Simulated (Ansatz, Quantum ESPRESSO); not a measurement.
# ZnS (zinc blende): bulk modulus from a few volumes

How stiff is zinc blende ZnS under hydrostatic load? Each row relaxes cell and atoms at a set pressure. The phase is followed to these pressures whether or not it stays the stable one.

Calculated with Ansatz 0.2.0, PBEsol, PAW files of the set soft_1, cutoff 600 eV, Fermi–Dirac smearing 0.02 eV, k-mesh 9×9×9, no spin polarisation, no spin-orbit coupling.

Reference cell, relaxed at zero pressure with PBEsol (F-43m): a = 3.7877 Å, b = 3.7877 Å, c = 3.7877 Å, α = 60.00°, β = 60.00°, γ = 60.00°.

```csv
atom,x,y,z
Zn,0.0000,0.0000,0.0000
S,0.7500,0.7500,0.7500
```

```csv
V (Å³/atom),V/V0,P (GPa),E − E0 (meV/atom)
20.3491,1.0592,−3.996,14.9
17.3641,0.9038,10.000,52.6
16.7140,0.8700,14.993,103.0
16.1668,0.8415,20.000,162.5
15.2862,0.7956,29.995,298.7
```

V0 = 19.2122 Å³ an atom, where the residual pressure P0 is −0.002 GPa. **Question.** Fit the Birch–Murnaghan law and give the pressure and the energy at V = 18.1669 Å³ an atom, a row left out above.

With the Eulerian strain f = ½[(V0/V)^(2/3) − 1] and F = (P − P0)/[3f(1 + 2f)^(5/2)], the third-order law is the line F = B0 + (3/2) B0 (B′ − 4) f.

```
       f  F (GPa)
 0.08231    82.99
 0.06097    82.02
 0.04866    81.44
 0.03488    80.77
−0.01880    77.93
```

A straight line through the 5 rows: the means are 0.0416 for f and 81.03 for F, Σ(Δx)² = 0.005776 and ΣΔxΔy = 0.2908, so the slope is 0.2908/0.005776 = 50.358 and the intercept 81.03 − (50.358)(0.0416) = 78.935.

Hence B0 = 78.9 GPa and B′ = 4 + (50.4)/(1.5 × 78.9) = 4.43. For the withheld volume f = 0.01900, F = 79.89 GPa and P = 5.00 GPa. The run itself gives 5.00 GPa, so the estimate misses by 0.00 GPa, a rounding's worth.

Integrating the same law gives E − E0 = (9/2) B0 V0 f²[1 + (B′ − 4) f] + P0(V0 − V), with 1 GPa Å³ = 6.2415 meV: 15.5 meV an atom. The run itself gives 15.5 meV, so the estimate misses by 0.0 meV, a rounding's worth.

The same fit over all rows at other levels or in other programs gives B0 = 80 GPa with PBEsol (Quantum ESPRESSO, GBRV).

[Logs are printed without paths, hosts, clocks, repeated set-up lines and the standing remarks that a program may print on its own settings, such as how far it seeks lower states.]
